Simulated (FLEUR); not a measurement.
# CdS (Greenockite) (P6_3mc) in FLEUR: further runs, part 2 of 2

FLEUR MaX-R8.1 (later development tree). Earlier steps stand in the parts before.

## 4. Equation of state, LDA (von Barth-Hedin), 24.12 Å³/atom (volume scaled by 0.96)

Changes to inp.xml since step 3:

```diff
@@ -24,3 +24,3 @@
       <xi:include xmlns:xi="http://www.w3.org/2001/XInclude" href="sym.xml"> </xi:include>
-      <bulkLattice scale="0.9795861087">
+      <bulkLattice scale="0.9864848297">
          <bravaisMatrix>
```

The run is started by

```bash
> inpgen -f crystal.txt -profile fastHighL
> # inp.xml edited to the form shown
> fleur_MPI
```

Run time: 25 min. Hardware: 1 thread of Arm Neoverse V2, shared host; peak memory 0.24 GiB.

Results (log left out):

- Free energy: -325999.6451 eV
- Band gap on the k mesh: 1.02 eV, direct
- Valence electrons inside the program's atomic spheres: Cd 18.38; S 3.34 (radii Cd 2.45, S 1.84 bohr)

## 5. Equation of state, PBE, 23.61 Å³/atom (volume scaled by 0.94)

Changes to inp.xml since step 4:

```diff
@@ -9,3 +9,3 @@
       <coreElectrons ctail="T" frcor="F" kcrel="0" coretail_lmax="0"/>
-      <xcFunctional name="bh" relativisticCorrections="F"/>
+      <xcFunctional name="pbe" relativisticCorrections="F"/>
       <magnetism jspins="1"/>
@@ -13,3 +13,3 @@
       <expertModes spex="0" secvar="F"/>
-      <geometryOptimization l_f="F" forcealpha="1.0" forcemix="BFGS" epsdisp="0.00001" epsforce="0.00001"/>
+      <geometryOptimization l_f="F" forcealpha="1.0" forcemix="BFGS" epsdisp="0.0005" epsforce="0.0002"/>
       <ldaU l_linMix="F" mixParam="0.05" spinf="1.0"/>
@@ -24,3 +24,3 @@
       <xi:include xmlns:xi="http://www.w3.org/2001/XInclude" href="sym.xml"> </xi:include>
-      <bulkLattice scale="0.9864848297">
+      <bulkLattice scale="0.9795861087">
          <bravaisMatrix>
```

The run is started by

```bash
> inpgen -f crystal.txt -profile fastHighL
> # inp.xml edited to the form shown
> fleur_MPI
```

Wall time 24 min (1 thread of Intel Xeon Platinum 8375C at 2.90GHz (Ice Lake), shared host); peak memory 0.24 GiB.

The run converged. Its results:

```yaml
Free_energy: -326279.0162 eV
Band_gap_on_the_k_mesh: 1.34 eV, direct
Valence_electrons_inside_the_program's_atomic_spheres: Cd 18.39; S 3.37 (radii Cd 2.45, S 1.84 bohr)
```

## 6. Equation of state, PBE, 24.12 Å³/atom (volume scaled by 0.96)

Changes to inp.xml since step 5:

```diff
@@ -24,3 +24,3 @@
       <xi:include xmlns:xi="http://www.w3.org/2001/XInclude" href="sym.xml"> </xi:include>
-      <bulkLattice scale="0.9795861087">
+      <bulkLattice scale="0.9864848297">
          <bravaisMatrix>
```

Potentials or basis: all-electron, FLAPW.

The run is started by

```bash
> inpgen -f crystal.txt -profile fastHighL
> # inp.xml edited to the form shown
> fleur_MPI
```

Wall time 25 min (1 thread of Intel Xeon Platinum 8375C at 2.90GHz (Ice Lake), shared host); peak memory 0.25 GiB.

It converged, with:

| Property | Result |
| --- | --- |
| Free energy | -326279.0880 eV |
| Band gap on the k mesh | 1.29 eV, direct |
| Valence electrons inside the program's atomic spheres | Cd 18.37; S 3.36 (radii Cd 2.45, S 1.84 bohr) |

## 7. How close it comes

Step 2. Against the measured gap of CdS, 2.5809 eV (quoted in “Isotope dependence of band-gap energy”, 2008, arxiv:0807.2152), the calculated 0.92 eV is off by -1.66 eV. So large a miss can be the level of theory's own, or it may mean another phase, state or a wrong row. Spin-orbit coupling on Cd is left out. The value is that of LDA (von Barth-Hedin), without temperature or zero-point motion.
